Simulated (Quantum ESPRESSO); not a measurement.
MgB2:

```
Mg B
1.0
     3.08500    0.00000    0.00000
    -1.54250    2.67169    0.00000
     0.00000    0.00000    3.52300
Mg B
1 2
Direct
  0.00000 0.00000 0.00000
  0.66667 0.33333 0.50000
  0.33333 0.66667 0.50000
```

Base run:

* Program: Quantum ESPRESSO 7.5
* Functional: PBEsol
* Potentials or basis: GBRV 1.5 PBEsol
* Cutoff: 612 eV
* Density cutoff: 4898 eV
* k mesh: 10 × 10 × 8
* Occupations: fermi-dirac, width 0.05 eV
* Spin: no spin polarisation

Its results: band gap on the k mesh none (metal or under the smearing width); pressure -3.0 GPa.

Q: The run is repeated on the same cell with these changes: functional from PBEsol to LDA; potentials or basis from GBRV 1.5 PBEsol to GBRV 1.5 LDA. What comes out?

A: Band gap on the k mesh none (metal or under the smearing width); pressure -7.1 GPa.
